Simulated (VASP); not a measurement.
**VASP 6.6.1 run: CdSe**

INCAR

```
NSW = 0
LCHARG = .FALSE.
EDIFF = 1E-7
NELM = 99
LASPH = .TRUE.
LREAL = .FALSE.
ISIF = 2
LDAUJ = 0 0
NBANDS = 33
LDAUL = 2 -1
ISMEAR = -1
LMAXMIX = 4
IBRION = -1
ENCUT = 520
LDAUTYPE = 2
PREC = Accurate
SIGMA = 0.02
LDAU = .TRUE.
GGA = PE
LWAVE = .FALSE.
LDAUU = 4.0 0
IVDW = 20
```

KPOINTS

```
KPOINTS created by Atomic Simulation Environment
0
Gamma
8 8 8
0 0 0
```

POSCAR

```
Cd Se
 1.0000000000000000
    -0.1153037606000000    3.0445106337999999    3.0445106337999999
     3.0445106337999999   -0.1153037606000000    3.0445106337999999
     3.0445106337999999    3.0445106337999999   -0.1153037606000000
 Cd  Se
   1   1
Cartesian
 -0.0222460107971454 -0.0222460107971454 -0.0222460107971454
  1.5156753875471458  1.5156753875471456  1.5156753875471456
```

The recommended PBE PAW datasets give the neutral cell 18 valence electrons.

Command

```
mpirun -np 1 vasp_std
```

**Question.** Predict the outcome of this run.

**Answer.** It converged. Results: gap between bands v and c on the k mesh 0.56 eV; least direct gap on the k mesh 0.56 eV; pressure -2.3 GPa. Band v is the last that the valence electrons fill when counted band by band, and c is the next.

OSZICAR

```
N       E                     dE             d eps       ncg     rms          rms(c)
DAV:   1     0.133525493139E+03    0.13353E+03   -0.77854E+03  4434   0.484E+02
DAV:   2     0.189660063179E+01   -0.13163E+03   -0.11873E+03  5003   0.155E+02
DAV:   3    -0.515782296564E+01   -0.70544E+01   -0.69956E+01  5300   0.383E+01
DAV:   4    -0.519046893800E+01   -0.32646E-01   -0.32641E-01  4891   0.264E+00
DAV:   5    -0.519058024902E+01   -0.11131E-03   -0.11131E-03  5228   0.138E-01    0.639E+00
DAV:   6    -0.486359117845E+01    0.32699E+00   -0.18744E-01  5010   0.382E+00    0.458E+00
DAV:   7    -0.485262269197E+01    0.10968E-01   -0.72550E-02  5153   0.114E+00    0.207E+00
DAV:   8    -0.485662081151E+01   -0.39981E-02   -0.13207E-02  4796   0.669E-01    0.205E-01
DAV:   9    -0.485683256249E+01   -0.21175E-03   -0.50487E-04  5109   0.164E-01    0.675E-02
DAV:  10    -0.485696113627E+01   -0.12857E-03   -0.88413E-05  4828   0.468E-02    0.486E-02
DAV:  11    -0.485700798442E+01   -0.46848E-04   -0.31507E-05  4853   0.207E-02    0.103E-02
DAV:  12    -0.485701030828E+01   -0.23239E-05   -0.10584E-06  5177   0.352E-03    0.298E-03
DAV:  13    -0.485701113219E+01   -0.82390E-06   -0.90195E-07  4768   0.311E-03    0.992E-04
DAV:  14    -0.485701118329E+01   -0.51102E-07   -0.17558E-08  4673   0.536E-04
   1 F= -.53711754E+01 E0= -.53711754E+01  d E =-.223013E-08
```

For comparison, a separate PBE run of the intended cell, on usual settings and not on those above, gives a gap of 0.40 eV on its mesh and a pressure of 0.1 GPa.
